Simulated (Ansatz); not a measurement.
Input, command and steps of an Ansatz relaxation.

```yaml
crystal:
  lattice:
    - [2.645642318, -2.6457200875, -0.0198309387]
    - [2.645642318, 2.6457200875, -0.0198309387]
    - [-2.6104873363, 0.0, 4.7191509189]
  atoms:
    - { symbol: Ti, position: [0.1250118845, 0.8749881155, 0.25] }
    - { symbol: Ti, position: [0.8749881155, 0.1250118845, 0.75] }
    - { symbol: O, position: [0.3340145609, 0.0840082067, 0.6680234282] }
    - { symbol: O, position: [0.6659854391, 0.9159917933, 0.3319765718] }
    - { symbol: O, position: [0.9159917933, 0.6659854391, 0.8319765718] }
    - { symbol: O, position: [0.0840082067, 0.3340145609, 0.1680234282] }
basis:
  ecutwfc: 420
kpoints:
  mp_grid: { grid: [8, 8, 6] }
hamiltonian:
  xc: pbe
scf:
  occupations: { method: gaussian, width: 0.02 }
output:
  forces: true
  stress: true
  eigenvalues: true
relax:
  adjacent_minimum: "off"
  f_tol: 0.01
  max_steps: 30
  cell: { stress_tol: 0.1, fix: [volume] }
```

```bash
ansatz run input.yaml --threads 1 --pin off --max-ram 2560MiB --backend cpu --events-out ev --progress --plain --runs-dir out
```

Method: Ansatz 0.2.0, DFT PBE, scalar-relativistic, plane waves, PAW.

The volume is held at 0.94 times that of the relaxed cell.

Of 5 frames 5 are shown, positions in Å and forces in eV/Å; the SCF threshold varies from step to step. Steps run on the plane waves of an earlier cell, with a Pulay correction in the pressure. The basis is chosen afresh for the last frame, the zero of the energies, and at times for earlier ones too; energy and pressure step there, also at an unchanged geometry.

```xyz
6
Lattice="2.6456 -2.6457 -0.0198 2.6456 2.6457 -0.0198 -2.6105 0.0000 4.7192" Properties=species:S:1:pos:R:3:forces:R:3 pbc="T T T" step=1 free_energy_over_end_meV_per_atom=1.78 pressure_GPa=13.21
Ti    1.9930    1.9842    1.1600    0.0000    0.0004    0.0000
Ti    0.6878   -1.9842    3.5195    0.0000   -0.0004    0.0000
O    -0.6379   -0.6614    3.1442    0.0011    0.0002    0.1875
O     3.3187    0.6614    1.5353   -0.0011   -0.0002   -0.1875
O     2.0135   -0.6614    3.8949   -0.0011    0.0002   -0.1875
O     0.6673    0.6614    0.7846    0.0011   -0.0002    0.1875
6
Lattice="2.6504 -2.6505 -0.0198 2.6504 2.6505 -0.0198 -2.6153 0.0000 4.7022" Properties=species:S:1:pos:R:3:forces:R:3 pbc="T T T" step=2 free_energy_over_end_meV_per_atom=0.80 pressure_GPa=12.62
Ti    1.9966    1.9878    1.1557    0.0000    0.0003    0.0000
Ti    0.6889   -1.9878    3.5068    0.0000   -0.0003    0.0000
O    -0.6391   -0.6626    3.1431    0.0005    0.0003    0.0970
O     3.3246    0.6626    1.5194   -0.0005   -0.0003   -0.0970
O     2.0169   -0.6626    3.8705   -0.0005    0.0003   -0.0970
O     0.6686    0.6626    0.7920    0.0005   -0.0003    0.0970
6
Lattice="2.6615 -2.6616 -0.0199 2.6615 2.6616 -0.0199 -2.6268 0.0000 4.6634" Properties=species:S:1:pos:R:3:forces:R:3 pbc="T T T" step=3 free_energy_over_end_meV_per_atom=0.10 pressure_GPa=11.59
Ti    2.0048    1.9961    1.1459    0.0000    0.0003    0.0000
Ti    0.6914   -1.9961    3.4776    0.0000   -0.0003    0.0000
O    -0.6420   -0.6654    3.1343    0.0007   -0.0006   -0.0035
O     3.3382    0.6654    1.4892   -0.0007    0.0006    0.0035
O     2.0249   -0.6654    3.8209   -0.0007   -0.0006    0.0035
O     0.6714    0.6654    0.8026    0.0007    0.0006   -0.0035
6
Lattice="2.6627 -2.6629 -0.0198 2.6627 2.6629 -0.0198 -2.6278 0.0000 4.6589" Properties=species:S:1:pos:R:3:forces:R:3 pbc="T T T" step=4 free_energy_over_end_meV_per_atom=0.10 pressure_GPa=11.55
Ti    2.0058    1.9971    1.1449    0.0000   -0.0001    0.0000
Ti    0.6919   -1.9971    3.4744    0.0000    0.0001    0.0000
O    -0.6421   -0.6658    3.1321   -0.0016    0.0015    0.0058
O     3.3398    0.6658    1.4872    0.0016   -0.0015   -0.0058
O     2.0259   -0.6658    3.8167    0.0016    0.0015   -0.0058
O     0.6718    0.6658    0.8026   -0.0016   -0.0015    0.0058
6
Lattice="2.6627 -2.6629 -0.0198 2.6627 2.6629 -0.0198 -2.6278 0.0000 4.6589" Properties=species:S:1:pos:R:3:forces:R:3 pbc="T T T" step=5 free_energy_over_end_meV_per_atom=0.00 pressure_GPa=11.57
Ti    2.0058    1.9971    1.1449    0.0000   -0.0001    0.0000
Ti    0.6919   -1.9971    3.4744    0.0000    0.0001    0.0000
O    -0.6421   -0.6658    3.1321   -0.0016    0.0015    0.0060
O     3.3398    0.6658    1.4872    0.0016   -0.0015   -0.0060
O     2.0259   -0.6658    3.8167    0.0016    0.0015   -0.0060
O     0.6718    0.6658    0.8026   -0.0016   -0.0015    0.0060
```

The run took 65 s on 1 thread of Intel(R) Xeon(R) Platinum 8175M CPU @ 2.50GHz (Skylake/Cascade Lake), with other jobs on the host, peak memory 0.53 GiB.